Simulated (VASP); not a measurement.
Input of a VASP 6.6.1 run:

File POSCAR:

```
BeS                                     
1.0
    0.0000000000      2.4082272697      2.4082272697
    2.4082272697      0.0000000000      2.4082272697
    2.4082272697      2.4082272697     -0.0000000000
  Be              S             
     1     1
Direct
     0.0000000000000000    0.0000000000000000    0.0000000000000000
     0.2500000000000000    0.2500000000000000    0.2500000000000000
```

File INCAR.step1:

```
PREC = Accurate
ENCUT = 520
EDIFF = 1E-7
ISMEAR = 0
SIGMA = 0.02
LREAL = F
LASPH = T
NELM = 100
ALGO = Normal
ISIF = 2
LWAVE = F
LCHARG = T
GGA = PE
IVDW = 12
NBANDS = 11
```

KPOINTS.step1

```
regular mesh
0
Gamma
  10 10 10
```

File INCAR.step2:

```
PREC = Accurate
ENCUT = 520
EDIFF = 1E-7
ISMEAR = 0
SIGMA = 0.05
LREAL = F
LASPH = T
NELM = 100
ALGO = Normal
ISIF = 2
LWAVE = F
LCHARG = F
GGA = PE
IVDW = 12
NBANDS = 11
ICHARG = 11
```

KPOINTS.step2

```
path GXWKGLUWLK,UX
15
line-mode
reciprocal
 0.0000000000  0.0000000000  0.0000000000  G
 0.5000000000  0.0000000000  0.5000000000  X

 0.5000000000  0.0000000000  0.5000000000  X
 0.5000000000  0.2500000000  0.7500000000  W

 0.5000000000  0.2500000000  0.7500000000  W
 0.3750000000  0.3750000000  0.7500000000  K

 0.3750000000  0.3750000000  0.7500000000  K
 0.0000000000  0.0000000000  0.0000000000  G

 0.0000000000  0.0000000000  0.0000000000  G
 0.5000000000  0.5000000000  0.5000000000  L

 0.5000000000  0.5000000000  0.5000000000  L
 0.6250000000  0.2500000000  0.6250000000  U

 0.6250000000  0.2500000000  0.6250000000  U
 0.5000000000  0.2500000000  0.7500000000  W

 0.5000000000  0.2500000000  0.7500000000  W
 0.5000000000  0.5000000000  0.5000000000  L

 0.5000000000  0.5000000000  0.5000000000  L
 0.3750000000  0.3750000000  0.7500000000  K

 0.6250000000  0.2500000000  0.6250000000  U
 0.5000000000  0.0000000000  0.5000000000  X
```

Potentials or basis: VASP PAW PBE potentials, release 64 (Be, S).

Command:

```sh
$ cat potpaw_PBE.64/Be/POTCAR potpaw_PBE.64/S/POTCAR > POTCAR
$ cp INCAR.step1 INCAR
$ cp KPOINTS.step1 KPOINTS
$ mpirun -np 1 vasp_std > vasp.out
$ cp INCAR.step2 INCAR
$ cp KPOINTS.step2 KPOINTS
$ mpirun -np 1 vasp_std > vasp.out
```

**Question.** Predict the dispersion energy per atom.

**Answer.** -0.308 eV.

**Question.** Estimate the band gap along the path.

**Answer.** 3.06 eV, indirect (least direct gap 5.65 eV).

**Question.** Estimate the band gap on the k mesh.

**Answer.** 3.06 eV, indirect (least direct gap 5.66 eV).

Levels at the corners of the path, in eV from the valence-band top:
```csv
point,band 2,band 3,band 4,band 5,band 6,band 7
Γ,0.00,0.00,0.00,5.66,5.66,5.66
X,-5.13,-2.71,-2.71,3.06,4.90,12.95
X,-5.13,-2.71,-2.71,3.06,4.90,12.95
W,-4.34,-3.98,-3.45,6.49,8.10,8.52
W,-4.34,-3.98,-3.45,6.49,8.10,8.52
K,-4.65,-4.21,-2.25,4.34,7.55,10.66
K,-4.65,-4.21,-2.25,4.34,7.55,10.66
Γ,0.00,0.00,0.00,5.66,5.66,5.66
Γ,0.00,0.00,0.00,5.66,5.66,5.66
L,-5.92,-1.06,-1.06,5.55,6.56,6.56
L,-5.92,-1.06,-1.06,5.55,6.56,6.56
U,-4.65,-4.21,-2.25,4.34,7.55,10.66
U,-4.65,-4.21,-2.25,4.34,7.55,10.66
W,-4.34,-3.98,-3.45,6.49,8.10,8.52
W,-4.34,-3.98,-3.45,6.49,8.10,8.52
L,-5.92,-1.06,-1.06,5.55,6.56,6.56
L,-5.92,-1.06,-1.06,5.55,6.56,6.56
K,-4.65,-4.21,-2.25,4.34,7.55,10.66
U,-4.65,-4.21,-2.25,4.34,7.55,10.66
X,-5.13,-2.71,-2.71,3.06,4.90,12.95
```

Caveat: the log is that of the step along the path at fixed density, whose energy, stress, charges and moments have no meaning. A hybrid or GW would open this gap; PBE tends to underestimate it.
